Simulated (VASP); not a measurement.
Here is a VASP 6.6.1 calculation.

The input INCAR:

```
SYSTEM = Tl
PREC     = Accurate       ! precision mode
ENCUT    = 520            ! plane-wave cutoff, eV
EDIFF    = 1E-6           ! SCF threshold, eV
ISMEAR   = -1             ! smearing method
SIGMA    = 0.05           ! smearing width, eV
LREAL    = .FALSE.        ! projectors in reciprocal space
LASPH    = .TRUE.         ! aspherical terms in the spheres
NELM     = 60             ! most SCF steps
ALGO     = Normal         ! electronic algorithm
ISIF     = 2              ! what is computed and relaxed
LWAVE    = .FALSE.        ! write WAVECAR
LCHARG   = .FALSE.        ! write CHGCAR
GGA      = PE             ! functional
NBANDS   = 20             ! bands
```

The input KPOINTS:

```
regular mesh
0
G
  9 9 5
  0 0 0
```

The input POSCAR:

```
Tl
1.0
    3.4560000000      0.0000000000      0.0000000000
   -1.7280000000      2.9929837955      0.0000000000
    0.0000000000      0.0000000000      5.5250000000
Tl
2
Direct
    0.6666666667      0.3333333333      0.7500000000
    0.3333333333      0.6666666667      0.2500000000
```

Potentials or basis: VASP PAW PBE potentials, release 64 (Tl_d).

Launch:

```bash
$ cat potpaw_PBE.64/Tl_d/POTCAR > POTCAR
$ mpirun -np 1 vasp_std > vasp.out
```

What does it give for the pressure?

3.4 GPa.

What does it give for the band gap on the k mesh?

None (metal or under the smearing width).

Stress tensor (GPa, compression positive):
```
2.90 0.00 0.00
0.00 2.90 0.00
0.00 0.00 4.26
```

Spin-orbit coupling is left out, which matters for the levels of Tl.
